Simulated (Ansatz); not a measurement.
Set up this calculation in Ansatz 0.2.0, as the native input.

- Task: relaxation of cell and atoms
- Functional: PBE
- Potentials or basis: Ansatz PAW
- Cutoff: 420 eV (not typed: the program's choice for these potentials)
- k mesh: 8 × 8 × 8
- Occupations: fermi-dirac, width 0.05 eV
- Spin: no spin polarisation
- Target pressure: 30 GPa
- Target pressure (GPa): 30

Crystal: CdSe.

```
Cd Se
1.0
     3.55686    0.00000    0.00000
     0.00000    3.55686    0.00000
     0.00000    0.00000    3.55686
Cd Se
1 1
Direct
  0.50000 0.50000 0.50000
  0.00000 0.00000 0.00000
```

The cell was built by a generator and needn't be a form met in nature.

These files were run (other wordings do the same):

input.yaml

```yaml
crystal:
  lattice:
    - [3.55686, 0.0, 0.0]
    - [0.0, 3.55686, 0.0]
    - [0.0, 0.0, 3.55686]
  atoms:
    - { symbol: Cd, position: [0.5, 0.5, 0.5] }
    - { symbol: Se, position: [0.0, 0.0, 0.0] }
hamiltonian:
  xc: pbe
  pseudopotentials: { kind: paw }
kpoints:
  mp_grid: { grid: [8, 8, 8] }
scf:
  occupations: { method: fermi_dirac, width: 0.05 }
output:
  forces: true
  stress: true
  eigenvalues: true
  write_density: true
  write_potential: true
  elf: true
  volumetric_format: npy
relax:
  f_tol: 0.01
  max_steps: 40
  cell: { stress_tol: 0.05, p_target: 30.0 }
```

Potentials or basis: Ansatz PAW.

Command:

```console
$ ansatz run input.yaml --threads 2 --pin off --max-ram 5632MiB --backend cpu --events-out ev --progress --plain --runs-dir out
```

It gave:

```json
{
 "Relaxed volume": "17.13 Å³/atom",
 "Relaxed cell": "a = 3.248 Å, b = 3.248 Å, c = 3.248 Å, α = 90.00°, β = 90.00°, γ = 90.00°",
 "Space group after relaxing (to 0.05 Å)": "Pm-3m (No. 221)",
 "Energy change on relaxing (the enthalpy is what falls)": "+386.5 meV/atom",
 "Ionic steps": "6",
 "Pressure after relaxing": "30.0 GPa",
 "Band gap on the k mesh": "none (metal or under the smearing width)"
}
```

Caveat: the volume moved by over 15 % at a fixed basis, so the end points are rough; the plane-wave basis is chosen anew once the cell has moved, so the energies of steps on either side of that aren't comparable.

Run time: 6.8 s on 2 threads of Arm Neoverse V1, on a shared host, peak memory 0.34 GiB.
